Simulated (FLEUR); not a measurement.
The system is MgS.

```
S Mg
1.0
     0.00000    2.83312    2.83312
     2.83312    0.00000    2.83312
     2.83312    2.83312    0.00000
S Mg
1 1
Direct
  0.25000 0.25000 0.25000
  0.00000 0.00000 0.00000
```

The cell comes from a database or a generator and needn't be the stable form of this composition.

Base run:

```yaml
Program: FLEUR MaX-R8.1 (later development tree)
Functional: r2SCAN
Potentials_or_basis: all-electron
Basis: FLAPW
Kmax: 4.56 1/bohr
k_mesh: 8 × 8 × 8
Occupations: fermi-dirac, width 0.05 eV
Spin: no spin polarisation
```

Its results: band gap on the k mesh 4.13 eV, direct.

Problem. The run is repeated on the same cell with these changes: functional from r2SCAN to LDA. What comes out?

Solution. Band gap on the k mesh 3.18 eV, direct.

r2SCAN gives the wider gap, since meta-GGAs in the generalised Kohn-Sham scheme recover part of the derivative discontinuity.

Caveats: the meta-GGA is that of a development version, with a GGA for the radial functions and cores and without core tails (some runs).
